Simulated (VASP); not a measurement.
Here is a VASP 6.6.1 calculation.

File INCAR:

```
ALGO = Normal ; EDIFF = 1E-8
ENCUT = 600 ; ISIF = 2
ISMEAR = 0 ; LASPH = T
LCHARG = F ; LEPSILON = T
LREAL = F ; LWAVE = F
NELM = 80 ; PREC = Accurate
SIGMA = 0.03
```

KPOINTS

```
k-points
0
Monkhorst-Pack
  12 12 12
```

The input POSCAR:

```
RbBr                                    
1.0
   -0.0000000000      3.2623159613      3.2623159613
    3.2623159613     -0.0000000000      3.2623159613
    3.2623159613      3.2623159613     -0.0000000000
  Rb              Br            
     1     1
Direct
     0.0000000000000000    0.0000000000000000    0.0000000000000000
     0.5000000000000000    0.5000000000000000    0.5000000000000000
```

Potentials or basis: VASP PAW LDA potentials, release 64 (Rb_sv, Br).

Launch:

```bash
$ cat potpaw_LDA.64/Rb_sv/POTCAR potpaw_LDA.64/Br/POTCAR > POTCAR
$ mpirun -np 1 vasp_std > vasp.out
```

(1) What does it give for the electronic dielectric tensor (diagonal)?

(2) Predict the Born charges (mean of the diagonal).

Results:

(1) 2.83.

(2) Rb +1.13; Br -1.13 e.
